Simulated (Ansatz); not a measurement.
Cold compression of Al (diamond type)

```xyz
2
Lattice="0.0000 3.0250 3.0250 3.0250 0.0000 3.0250 3.0250 3.0250 0.0000" Properties=species:S:1:pos:R:3 pbc="T T T"
Al   -0.7562   -0.7562   -0.7562
Al    0.7562    0.7562    0.7562
```

The cell comes from a relaxation on PAW files under the same functional, begun from a prototype that needn't be the stable phase.

Its volume is scaled at fixed shape and fractional positions.

All numbers are PBE results (scalar-relativistic) from Ansatz 0.2.0, with a Γ-centred 12×12×12 k mesh, Fermi–Dirac smearing of 0.05 eV, no spin polarisation. Methods: LAPW: all electrons, basis error target 1 meV/atom; PAW: frozen-core files, cutoff 420 eV; crystal datasets: all electrons, by PAW datasets that the program makes for each cell; norm-conserving: pseudopotentials, cutoff 544 eV; PAW (cutoff 250 eV): frozen-core files, cutoff 250 eV.

Energies are extrapolated to zero smearing and count from the unscaled cell; pressure is positive in compression; gaps take the mesh and a band path. No temperature or zero-point motion is included.

```tsv
V/V0	V (Å³/atom)	P LAPW (GPa)	ΔE LAPW (eV/atom)	P PAW − LAPW (GPa)	ΔE PAW − LAPW (meV/atom)
1.00	27.68	-0.02	0.000	0.03	0.0
0.90	24.91	4.81	0.038	0.06	0.8
0.80	22.14	12.89	0.184	0.12	2.4
0.70	19.38	26.7	0.515	0.21	5.2
0.60	16.61	?	?	?	?
0.50	13.84	95.7	2.386	0.48	17.1
0.40	11.07	186.7	4.725	0.63	26.7
```

Fit the Vinet equation to the LAPW pressures shown (residuals weighted by 1/(|P| + 0.03·Pmax)), and predict the pressure of the withheld row.

The fit gives V0 = 27.67 Å³/atom, B0 = 36.8 GPa and B0′ = 4.16. At 16.61 Å³/atom, x = (V/V0)^(1/3) = 0.8435, and P = 3·B0·(1 − x)/x²·exp[1.5·(B0′ − 1)·(1 − x)] = 51.0 GPa. The run itself gave 50.8 GPa (+0.3 % off) and ΔE = 1.164 eV/atom.

From the table, what is the rise of the enthalpy H = E + pV up to the last row, and how stiff is the crystal between the last two rows?

ΔH = 4.725 eV + (186.7 GPa × 11.07 Å³ + 0.02 GPa × 27.68 Å³) × 0.006242 eV/(GPa·Å³) = 17.63 eV/atom, of which pV makes 73 %. The mean bulk modulus there is −ΔP/Δln V = 408 GPa.

At the smallest volume, how far do crystal datasets and norm-conserving and PAW (cutoff 250 eV) lie from LAPW in pressure?

crystal datasets: 0.00 GPa; norm-conserving: -1.86 GPa; PAW (cutoff 250 eV): +1.40 GPa, on a LAPW pressure of 186.7 GPa.

How do the Löwdin populations by LAPW change from the unscaled cell to the last row?

Al 2s 1.98 → 1.92, Al 3s 1.08 → 0.79, Al 3p 1.92 → 2.28 electrons an atom. These are projections on the shells that the free atoms fill; 0.05 e a cell lies outside them at the start and 0.06 e at the end.
